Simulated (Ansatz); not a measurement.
Ag:

```xyz
1
Lattice="0.0000 2.0427 2.0427 2.0427 0.0000 2.0427 2.0427 2.0427 0.0000" Properties=species:S:1:pos:R:3 pbc="T T T"
Ag    0.0000    0.0000    0.0000
```

Base run:

| Item | Value |
| --- | --- |
| Program | Ansatz 0.2.0 |
| Functional | RPBE |
| Potentials or basis | all-electron LAPW, scalar-relativistic |
| Cutoff | 241 eV |
| Density cutoff | 962 eV |
| Basis error allowed | 0.001 eV/atom |
| k mesh | 11 × 11 × 11 |
| Occupations | fermi-dirac, width 0.05 eV |
| Spin | no spin polarisation |

Its results: pressure 8.5 GPa.

Q: After a change of settings the same cell gave: pressure -7.6 GPa. Which change was it?
A. occupations from fermi-dirac, width 0.05 eV to gaussian, width 0.05 eV
B. functional from RPBE to PBEsol; potentials or basis from all-electron LAPW, scalar-relativistic to all-electron LAPW, inner shells corrected to Dirac's equation
C. functional from RPBE to PBEsol
D. functional from RPBE to LDA

A: D.

LDA binds more tightly than RPBE, so the same cell stands under less pressure.

Not every run made on this cell is shown here.
